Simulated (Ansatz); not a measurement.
# HfH2: the cost of one run

Method: DFT PBE, scalar-relativistic, plane waves, PAW, in Ansatz 0.2.0.

## 1. The starting structure

Symmetry: P4/mmm, No. 123, tetragonal system. Conventional cell: a = 2.600 Å, b = 2.600 Å, c = 5.227 Å, α = 90.00°, β = 90.00°, γ = 90.00°. Around Hf (site symmetry 4/mmm) lie 2 H at 1.72 Å. H (site symmetry 4mm) is surrounded by 1 Hf at 1.72 Å.

As a file:

```xyz
3
Lattice="2.5996 0.0000 0.0000 0.0000 2.5996 0.0000 0.0000 0.0000 5.2274" Properties=species:S:1:pos:R:3 pbc="T T T"
Hf    0.0000    0.0000    2.6137
H     0.0000    0.0000    4.3301
H     0.0000    0.0000    0.8973
```

The cell is invented: random cell by space group and Wyckoff sites (P4/mmm, No. 123). Lengths come from tabulated atomic sizes and are only a guess.

## 2. A first look at the guess

The input, input.yaml:

```yaml
crystal:
  lattice:
    - [2.59955065, 0.0, 0.0]
    - [0.0, 2.59955065, 0.0]
    - [0.0, 0.0, 5.2274024]
  atoms:
    - { symbol: Hf, position: [0.0, 0.0, 0.5] }
    - { symbol: H, position: [0.0, 0.0, 0.82834407] }
    - { symbol: H, position: [0.0, 0.0, 0.17165593] }
basis:
  ecutwfc: 420
kpoints:
  mp_grid: { grid: [6, 6, 4] }
hamiltonian:
  xc: pbe
scf:
  occupations: { method: gaussian, width: 0.1 }
  lower_state_search: "off"
output:
  forces: true
  stress: true
  eigenvalues: true
```

Run with:

```
ansatz run input.yaml --threads 1 --pin off --max-ram 2560MiB --backend cpu --events-out ev --progress --plain --runs-dir out
```

What time and memory should one allow on 1 thread of Intel Xeon Platinum 8259CL at 2.50GHz (Skylake/Cascade Lake), shared host?

About 1.4 s, with a peak of 0.35 GiB.
